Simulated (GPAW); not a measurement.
Sn:

```
CELL_PARAMETERS angstrom
4.57264 0.00000 0.00000
2.28632 3.96002 0.00000
2.28632 1.32001 3.73354
ATOMIC_POSITIONS crystal
Sn 0.75000 0.75000 0.75000
Sn 0.50000 0.50000 0.50000
```

This isn't the form of Sn at room conditions, which is tetragonal (white tin).

Base run:

```yaml
Program: GPAW 26.7.0
Functional: LDA
Potentials_or_basis: the program's PAW data sets (release 1.2.1) made for this functional
Cutoff: 600 eV
Basis: pw
k_mesh: 6 × 6 × 6
Occupations: fermi-dirac, width 0.05 eV
Spin: spin-orbit coupling, no magnetisation
```

Its results: pressure -0.1 GPa.

**Question.** The run is repeated on the same cell with these changes: functional from LDA to PBEint; potentials or basis from the program's PAW data sets (release 1.2.1) made for this functional to PAW data sets generated in the run's folder for this functional. What comes out?

**Answer.** Pressure 2.0 GPa.

Caveats: spin-orbit coupling was added after a scalar SCF, so levels and gaps hold it while energy, forces, pressure and moments don't.

Not every run made on this cell is shown here.
